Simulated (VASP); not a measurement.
# SnSe2 (P-3m1) in VASP: notebook

Runs on SnSe2. Level: LDA. Tasks: single point.

Everything below comes from runs of VASP 6.6.1. Logs are shortened: lines on timing, memory, paths and dates and some standing lists are left out, and cuts for length are marked.

**1. The crystal as given**

It takes space group P-3m1 (No. 164, trigonal). Conventional cell: a = 3.811 Å, b = 3.811 Å, c = 6.136 Å, α = 90.00°, β = 90.00°, γ = 120.00°. Sn (site symmetry -3m) has 6 Se at 2.68 Å as nearest neighbours. Se (site symmetry 3m) is surrounded by 3 Sn at 2.68 Å.

**2. Single point, LDA**

Contents of INCAR:

```
SYSTEM = SnSe2
PREC     = Accurate       ! precision mode
ENCUT    = 450            ! plane-wave cutoff, eV
EDIFF    = 0.01           ! SCF threshold, eV
ISMEAR   = 0              ! smearing method
SIGMA    = 0.05           ! smearing width, eV
LREAL    = .False.        ! projectors in reciprocal space
LASPH    = .True.         ! aspherical terms in the spheres
NELM     = 100            ! most SCF steps
ALGO     = Normal         ! electronic algorithm
ISIF     = 2              ! what is computed and relaxed
LWAVE    = .False.        ! write WAVECAR
LCHARG   = .False.        ! write CHGCAR
NBANDS   = 20             ! bands
ADDGRID  = .False.
```

Contents of KPOINTS:

```
regular mesh
0
Gamma
  5 5 3
  0 0 0
```

Contents of POSCAR:

```
SnSe2
1.0
    3.8110000000      0.0000000000      0.0000000000
   -1.9055000000      3.3004228138      0.0000000000
    0.0000000000      0.0000000000      6.1360000000
Sn Se
1 2
Direct
    0.0000000000      0.0000000000      0.0000000000
    0.6666666667      0.3333333333      0.7510000000
    0.3333333333      0.6666666667      0.2490000000
```

Potentials or basis: VASP PAW LDA potentials, release 64 (Sn_d, Se).

Run with:

```bash
$ cat potpaw_LDA.64/Sn_d/POTCAR potpaw_LDA.64/Se/POTCAR > POTCAR
$ mpirun -np 1 vasp_std > vasp.out
```

OUTCAR:

```text
SYSTEM = SnSe2
   PREC = Accurate
   ENCUT = 450
   EDIFF = 0.01
   ISMEAR = 0
   LREAL = .False.
   LASPH = .True.
   NELM = 100
   ISIF = 2

 Found     12 irreducible k-points:

 Following reciprocal coordinates:
            Coordinates               Weight
  0.000000  0.000000  0.000000      1.000000
  0.200000 -0.000000  0.000000      6.000000
  0.400000 -0.000000  0.000000      6.000000
  0.200000  0.200000  0.000000      6.000000
  0.400000  0.200000  0.000000      6.000000
  0.000000  0.000000  0.333333      2.000000
   k-points           NKPTS =     12   k-points in BZ     NKDIM =     12   number of bands    NBANDS=     20
   number of dos      NEDOS =    301   number of ions     NIONS =      3
   total plane-waves  NPLWV =  32928
   dimension x,y,z NGX =    28 NGY =   28 NGZ =   42
   dimension x,y,z NGXF=    56 NGYF=   56 NGZF=   84
   ions per type =               1   2
   NGX,Y,Z   is equivalent  to a cutoff of  12.21, 12.21, 11.38 a.u.
   NGXF,Y,Z  is equivalent  to a cutoff of  24.43, 24.43, 22.76 a.u.
 SYSTEM =  SnSe2
   PREC   = accura    normal or accurate (medium, high low for compatibility)
   ISTART =      0    job   : 0-new  1-cont  2-samecut
   ICHARG =      2    charge: 1-file 2-atom 10-const
   ISPIN  =      1    spin polarized calculation?
   LNONCOLLINEAR =      F non collinear calculations
   LSORBIT =      F    spin-orbit coupling
   LASPH  =      T    aspherical Exc in radial PAW
   ENCUT  =  450.0 eV  33.07 Ry    5.75 a.u.   6.59  6.59 10.61*2*pi/ulx,y,z
   NELM   =    100;   NELMIN=  2; NELMDL= -5     # of ELM steps
   EDIFF  = 0.1E-01   stopping-criterion for ELM
   LREAL  =      F    real-space projection
   EDIFFG = 0.1E+00   stopping-criterion for IOM
   NSW    =      0    number of steps for IOM
   IBRION =     -1    ionic relax: 0-MD 1-quasi-New 2-CG
   NFREE  =      0    steps in history (QN), initial steepest desc. (CG)
   ISIF   =      2    stress and relaxation
   ISYM   =      2    0-nonsym 1-usesym 2-fastsym
   POTIM  = 0.5000    time-step for ionic-motion
   TEBEG  =    0.0;   TEEND  =   0.0 temperature during run
   PSTRESS=    0.0 pullay stress
   NELECT =      26.0000    total number of electrons
   NUPDOWN=      -1.0000    fix difference up-down
   EMIN   =  10.00;   EMAX   =-10.00  energy-range for DOS
   EFERMI =   0.00;   METHOD = LEGACY
   ISMEAR =     0;   SIGMA  =   0.05  broadening in eV -4-tet -1-fermi 0-gaus
   EFERMI_NEDOS =   21; number of points for ismear=-14 and -15
   IALGO  =     38    algorithm
   IMIX   =      4    mixing-type and parameters
     AMIX     =   0.40;   BMIX     =  1.00
     AMIX_MAG =   1.60;   BMIX_MAG =  1.00
  volume/ion in A,a.u.               =      25.73       173.61
  Fermi-wavevector in a.u.,A,eV,Ry     =   1.139116  2.152617 17.654722  1.297585
  Thomas-Fermi vector in A             =   2.275820
   LORBIT       =      0    0 simple, 1 ext, 2 COOP (PROOUT), +10 PAW based schemes
   GGA     = CA    functional components
   LHFCALC =     F    Hartree Fock is set to
   AEXX    =    0.0000 exact exchange contribution
   IVDW    =     0    specifies the selected vdW correction
   LEPSILON=     F    determine dielectric tensor
   LRPA    =     F    only Hartree local field effects (RPA)
 non-spin polarized calculation
 Gauss-broadening in eV      SIGMA  =   0.05
  energy-cutoff  :      450.00
  volume of cell :       77.18
 maximum number of plane-waves:      1701
 NGX is ok and might be reduce to    28
   NGX = 13   NGY = 13   NGZ = 21

 number of electron      25.9999998 magnetization

 Free energy of the ion-electron system (eV)
  ---------------------------------------------------
  ext. energy  EPLUGINS =         0.00000000
  ---------------------------------------------------
  free energy    TOTEN  =       -13.71608611 eV

  energy without entropy =      -13.71608611  energy(sigma->0) =      -13.71608611

 E-fermi :   4.3898     XC(G=0):  -9.7823

 val. band max:        4.1002796906   @ k =   0.0000   0.0000   0.0000
 cond. band min:       4.7658910929   @ k =   0.0000   0.4000   0.3333
 fundamental gap:      0.6656114024
 Fermi energy:         4.3897621580

 k-point     1 :       0.0000    0.0000    0.0000
  band No.  band energies     occupation
      1     -17.0704      2.00000
      2     -17.0704      2.00000
      3     -17.0288      2.00000
      4     -17.0124      2.00000
      5     -17.0124      2.00000
      6      -9.9345      2.00000
[... 12 lines left out ...]
     19      13.0351      0.00000
     20      13.0356      0.00000

 k-point     2 :       0.2000   -0.0000    0.0000
  band No.  band energies     occupation
      1     -17.0912      2.00000
      2     -17.0599      2.00000
      3     -17.0232      2.00000
      4     -17.0137      2.00000
      5     -17.0071      2.00000
      6      -9.5390      2.00000
[... 12 lines left out ...]
     19      12.0979      0.00000
     20      13.3976      0.00000

 k-point     3 :       0.4000   -0.0000    0.0000
  band No.  band energies     occupation
      1     -17.1278      2.00000
      2     -17.0522      2.00000
      3     -17.0336      2.00000
      4     -16.9934      2.00000
      5     -16.9890      2.00000
      6      -8.5657      2.00000
[... 12 lines left out ...]
     19      13.4721      0.00000
     20      14.1766      0.00000

 k-point     4 :       0.2000    0.2000    0.0000
  band No.  band energies     occupation
      1     -17.1087      2.00000
      2     -17.0637      2.00000
      3     -17.0219      2.00000
      4     -17.0114      2.00000
      5     -16.9906      2.00000
      6      -8.8329      2.00000
[... 12 lines left out ...]
     19      11.0335      0.00000
     20      14.0357      0.00000

 k-point     5 :       0.4000    0.2000    0.0000
  band No.  band energies     occupation
      1     -17.1162      2.00000
      2     -17.0709      2.00000
      3     -17.0230      2.00000
      4     -16.9951      2.00000
      5     -16.9920      2.00000
      6      -8.0521      2.00000
[... 12 lines left out ...]
     19      12.9331      0.00000
     20      13.7020      0.00000

 k-point     6 :       0.0000    0.0000    0.3333
  band No.  band energies     occupation
      1     -17.0704      2.00000
      2     -17.0704      2.00000
      3     -17.0287      2.00000
      4     -17.0124      2.00000
      5     -17.0124      2.00000
      6      -9.8112      2.00000
[... 12 lines left out ...]
     19      12.5641      0.00000
     20      12.5676      0.00000

 [... further k-points ...]

------------------------ aborting loop because EDIFF is reached ----------------------------------------

  FORCE on cell =-STRESS in cart. coord.  units (eV):
  Direction    XX          YY          ZZ          XY          YZ          ZX
  --------------------------------------------------------------------------------------
  -------------------------------------------------------------------------------------
  Total        0.2960486      0.2960486      0.7699843      0.0000000     -0.0000000      0.0000000
  in kB        6.1458185      6.1458185     15.9844829      0.0000000     -0.0000000      0.0000000
  external PRESSURE =       9.4253733 kB  Pullay stress =       0.0000000 kB

 VOLUME and BASIS-vectors are now :
 -----------------------------------------------------------------------------
  energy-cutoff  :      450.00
  volume of cell :       77.18
      direct lattice vectors                 reciprocal lattice vectors
     3.811000000  0.000000000  0.000000000     0.262398321  0.151495741  0.000000000
    -1.905500000  3.300422814  0.000000000     0.000000000  0.302991482  0.000000000
     0.000000000  0.000000000  6.136000000     0.000000000  0.000000000  0.162972621

 POSITION                                       TOTAL-FORCE (eV/Angst)
 -----------------------------------------------------------------------------------
      0.00000      0.00000      0.00000        -0.000000      0.000000      0.000000
      1.90550      1.10014      4.60814        -0.000000     -0.000000     -0.434903
     -0.00000      2.20028      1.52786         0.000000      0.000000      0.434903
 -----------------------------------------------------------------------------------
    total drift:                                0.000000      0.000000      0.000000

  FREE ENERGIE OF THE ION-ELECTRON SYSTEM (eV)
  ---------------------------------------------------
  free  energy   TOTEN  =       -13.7160861079 eV

  energy  without entropy=      -13.7160861079  energy(sigma->0) =      -13.71608611
```

It took 5.6 s on 1 thread of Intel Xeon 6975P-C (Granite Rapids), shared host; peak memory 0.15 GiB.

The run converged, but some of its settings lie outside the range that counts as converged, so its numbers aren't taken as properties of the crystal.

What came out:

```yaml
Free_energy: -13.7161 eV
Pressure: 0.9 GPa
Largest_force: 0.435 eV/Å
Band_gap_on_the_k_mesh: 0.67 eV, indirect (least direct gap 0.90 eV)
```

Caveat: spin-orbit coupling is left out, which moves the levels of the heavy elements; an odd mesh through Γ misses points on the zone boundary, where band edges often lie.

**3. Single point, LDA**

INCAR is that of step 2.

KPOINTS is that of step 2.

Contents of POSCAR:

```
SnSe2
1.0
    3.8110000000      0.0000000000      0.0000000000
   -1.9055000000      3.3004228138      0.0000000000
    0.0000000000      0.0000000000      6.1360000000
Sn Se
1 2
Direct
    0.0255860000      0.0074750000      0.0043360000
    0.6613810000      0.3516810000      0.7467700000
    0.3595740000      0.6870860000      0.2661230000
```

Potentials or basis: VASP PAW LDA potentials, release 64 (Sn_d, Se).

Run with:

```bash
$ cat potpaw_LDA.64/Sn_d/POTCAR potpaw_LDA.64/Se/POTCAR > POTCAR
$ mpirun -np 1 vasp_std > vasp.out
```

It took 14 s on 1 thread of Intel Xeon 6975P-C (Granite Rapids), shared host; peak memory 0.17 GiB.

These settings aren't checked as converged: the numbers below hold their error.

Results:

- Free energy: -13.7012 eV
- Pressure: -1.1 GPa
- Largest force: 0.480 eV/Å
- Band gap on the k mesh: 0.41 eV, indirect (least direct gap 0.86 eV)

Caveat: spin-orbit coupling is left out, which moves the levels of the heavy elements; an odd mesh through Γ misses points on the zone boundary, where band edges often lie.
